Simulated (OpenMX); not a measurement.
Runs of OpenMX 3.8.5 on Tc. Symmetry: P6_3/mmc, No. 194, hexagonal system. Conventional cell: a = 2.740 Å, b = 2.740 Å, c = 4.398 Å, α = 90.00°, β = 90.00°, γ = 120.00°. Tc (site symmetry -6m2) is surrounded by 12 Tc at 2.71 to 2.74 Å. 

```csv
task,level,potentials or basis,cell,k mesh,max SCF cycles,"grid points, held for all volumes",gap on the mesh (eV),pressure (GPa),largest force (eV/Å)
band structure,PBE,"OpenMX 2013 PBE set, Tc7.0-s3p2d2, grid cutoff 400 Ry","P6_3/mmc, 14.3 Å³/atom",11 × 11 × 7,100,-,-,10.5,0.02
single point,PBE,"OpenMX 2013 PBE set, Tc7.0-s3p2d2, grid cutoff 400 Ry","P6_3/mmc, 14.3 Å³/atom",9 × 9 × 5,100,-,none,10.6,0.02
single point,PBE,"OpenMX 2013 PBE set, Tc7.0-s3p2d2, grid cutoff 400 Ry","P6_3/mmc, 15.44 Å³/atom",9 × 9 × 5,100,-,none,(b),0.02
single point,PBE,"OpenMX 2013 PBE set, Tc7.0-s3p2d2, grid cutoff 400 Ry","P6_3/mmc, 12.58 Å³/atom",9 × 9 × 5,100,-,none,(a),0.02
single point,PBE,"OpenMX 2013 PBE set, Tc7.0-s3p2d2, grid cutoff 400 Ry","P6_3/mmc, 13.15 Å³/atom",9 × 9 × 5,100,-,none,47.0,0.02
band structure,LDA,"OpenMX 2013 LDA set, Tc7.0-s3p2d2, grid cutoff 400 Ry","P6_3/mmc, 14.3 Å³/atom",11 × 11 × 7,100,-,-,-4.1,0.02
single point,PBE,"OpenMX 2013 PBE set, Tc7.0-s3p2d2, grid cutoff 400 Ry","P6_3/mmc, 13.73 Å³/atom",9 × 9 × 5,100,-,none,26.8,0.02
```

Alike in all rows: no spin polarisation; smearing fermi-dirac 0.05 eV.

Problem. Estimate the missing entries.

Solution. (a) 71.9; (b) -12.8.

Caveats: the basis of atomic orbitals isn't converged, which shifts pressures, moduli and gaps; the cell as given lies far from equilibrium (some runs).

A k mesh can miss the band edges, and the runs leave out spin-orbit coupling on Tc.

A gap of «none» marks a metal or a gap under the smearing width.
